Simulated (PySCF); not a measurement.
Species: C7H6O.
Geometry (GFN2-xTB, Å), atoms numbered from 1 in this order:
```
atom  x, y, z in Å
O1     2.839   -1.448   -0.145
C2     2.294   -0.380   -0.257
C3     0.855   -0.138   -0.097
C4     0.330    1.144   -0.252
C5    -1.026    1.359   -0.100
C6    -1.866    0.300    0.208
C7    -1.352   -0.978    0.364
C8     0.002   -1.199    0.213
H9     2.874    0.534   -0.502
H10    0.992    1.965   -0.492
H11   -1.433    2.352   -0.220
H12   -2.926    0.473    0.327
H13   -2.012   -1.799    0.603
H14    0.428   -2.185    0.329
```

Level of theory: TDDFT wB97X-D/def2-SVPD, vertical, gas phase, core orbitals frozen in the response (PySCF).

```
state  E (eV)  λ (nm)       f  symmetry  main configurations (H = HOMO, L = LUMO)
   S1    3.88   319.3  0.0002         –                H-1→L (89%), H-1→L+3 (10%)
   S2    5.05   245.7   0.020        A′       H-2→L (62%), H→L+1 (17%), H→L (16%)
   S3    5.46   227.2   0.262        A′                    H→L (75%), H-2→L (15%)
   S4    6.67   185.8   0.262        A′    H→L+1 (63%), H-2→L (20%), H-2→L+1 (9%)
   S5    6.67   185.8  0.0019         –                             H-1→L+1 (96%)
   S6    6.86   180.8   0.474        A′                H-2→L+1 (77%), H→L+1 (10%)
   S7    6.99   177.4  0.0000         –                               H-3→L (94%)
   S8    7.33   169.1  0.0023        A″                H-4→L (50%), H-1→L+3 (38%)
```

Triplets (Tamm–Dancoff): T1 3.40 eV, H-1→L (86%), H-1→L+3 (12%); T2 3.74 eV, H→L (78%); T3 4.31 eV, H-2→L (84%), H→L (8%).

The lowest singlet lies at 3.88 eV (319 nm, ultraviolet) and is dark (f under 0.0005); its leading configuration is HOMO-1→LUMO (89%). The most intense listed level is S6 at 6.86 eV (181 nm, f = 0.474), 2.98 eV above S1. S4/S5 lie within about 0.01 eV of each other. Löwdin shares by element: HOMO (one of a set within 0.03 eV) carbon 73% or more (atoms not listed hold the other 27%); LUMO carbon 46% or more, oxygen 19% (atoms not listed hold the other 35%). The listed states span 3.45 eV, and the widest gap between neighbours is 1.21 eV (S3 to S4). Weighted by f, the mean energy of these states is 6.42 eV. The oscillator strengths of these states sum to 1.023; summed over the whole spectrum of an exact calculation they would give the number of electrons, 56 (Thomas–Reiche–Kuhn). No computed singlet lies in the visible range (380 to 750 nm); the lowest, at 319 nm, stands 0.62 eV above its violet end (3.26 eV). Symmetry labels in Cs follow from the direction of the transition dipole and are given only for states with f of 0.002 or more. Only the lowest 8 singlets were computed, as vertical energies without vibronic structure.

Time: 42 s of wall time. Hardware: one thread, Arm Neoverse V1, on a shared host.

One conformer stands for the species.
